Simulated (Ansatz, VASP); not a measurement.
**NaCl in VASP and in Ansatz**

```
Na Cl
1.0
     0.00000    2.72682    2.72682
     2.72682    0.00000    2.72682
     2.72682    2.72682    0.00000
Na Cl
1 1
Direct
  0.00000 0.00000 0.00000
  0.50000 0.50000 0.50000
```

Alike in both runs: task single point; functional r2SCAN; k mesh 6 × 6 × 6; occupations gaussian, width 0.05 eV; no spin polarisation.

|  | VASP | Ansatz |
| --- | --- | --- |
| version | VASP 6.6.1 | Ansatz 0.2.0 |
| potentials or method | VASP PAW PBE potentials, release 64 (Na_pv, Cl) | scalar-relativistic, plane waves, PAW |
| plane-wave cutoff (eV) | 520 | 500 |
| valence electrons in the cell | 14 | 16 |

|  | VASP | Ansatz | Ansatz less VASP |
| --- | --- | --- | --- |
| gap on the k mesh at the Fermi level (eV) | 6.37 | 6.35 | -0.024 |
| least direct gap on the mesh (eV) | 6.37 | 6.35 | -0.024 |
| pressure (GPa) | 2.5 | 2.8 | +0.34 |

The two sets of potentials don't hold the same shells in valence.

Caveats: the PAW data sets were made with another functional, which shifts forces and pressure a little (VASP). r2SCAN opens gaps a little over a GGA but as a rule still falls short of measured ones.
